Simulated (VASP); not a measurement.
Here is a VASP 6.6.1 calculation.

INCAR

```
SYSTEM = I
ALGO = Normal
EDIFF = 1E-7
ENCUT = 520
ISIF = 2
ISMEAR = -5
LASPH = .TRUE.
LCHARG = .TRUE.
LELF = .TRUE.
LMIXTAU = .TRUE.
LREAL = .FALSE.
LWAVE = .FALSE.
METAGGA = SCAN
NBANDS = 6
NELM = 80
PREC = Accurate
SIGMA = 0.1
```

File KPOINTS:

```
k-points
0
G
  9 9 9
  0 0 0
```

Contents of POSCAR:

```
I
1.0
   -2.0893754423      2.0893754423      2.0893754423
    2.0893754423     -2.0893754423      2.0893754423
    2.0893754423      2.0893754423     -2.0893754423
I
1
Direct
    0.0000000000      0.0000000000      0.0000000000
```

Potentials or basis: VASP PAW PBE potentials, release 64 (I).

Launch:

```console
$ cat potpaw_PBE.64/I/POTCAR > POTCAR
$ mpirun -np 1 vasp_std > vasp.out
```

Task: Predict the pressure.

Result: -0.6 GPa.

Task: Estimate the band gap on the k mesh.

Result: None (metal or under the smearing width).

Caveat: the PAW data sets were made with another functional, which shifts forces and pressure a little; an odd number of electrons without spin polarisation forces a metal; a magnetic or distorted state may lie lower; tetrahedron occupations give inexact forces and stress in metals. Spin-orbit coupling is left out, which matters for the levels of I.
